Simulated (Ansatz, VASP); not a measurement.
**One calculation of CoSi, two programs**

```
Co Si
1.0
     0.00000    2.21794    2.21794
     2.21794    0.00000    2.21794
     2.21794    2.21794    0.00000
Co Si
1 1
Direct
  0.00000 0.00000 0.00000
  0.50000 0.50000 0.50000
```

Change from the starting cell: volume scaled by 0.86, to set the pressure.

Alike in both runs: task single point; functional PBE; k mesh 15 × 15 × 15; occupations fermi-dirac, width 0.1 eV; no spin polarisation.

|  | VASP | Ansatz |
| --- | --- | --- |
| version | VASP 6.6.1 | Ansatz 0.2.0 |
| potentials or method | VASP PAW PBE potentials, release 64 (Co, Si) | PAW with Ansatz's default frozen-core files, scalar-relativistic |
| plane-wave cutoff (eV) | 520 | 420 |
| valence electrons in the cell | 13 | 21 |

|  | VASP | Ansatz | Ansatz less VASP |
| --- | --- | --- | --- |
| pressure (GPa) | 33.7 | 33.6 | -0.16 |

The functional is the same, so the differences come from potentials, cutoffs and numerics. The two sets of potentials don't hold the same shells in valence.

Caveats: so large a pressure means that the cell lies far from this level's equilibrium, or that cutoff or potentials fall short (VASP). Spin polarisation is off, so any magnetic state and its effect on volume and gap are missing.
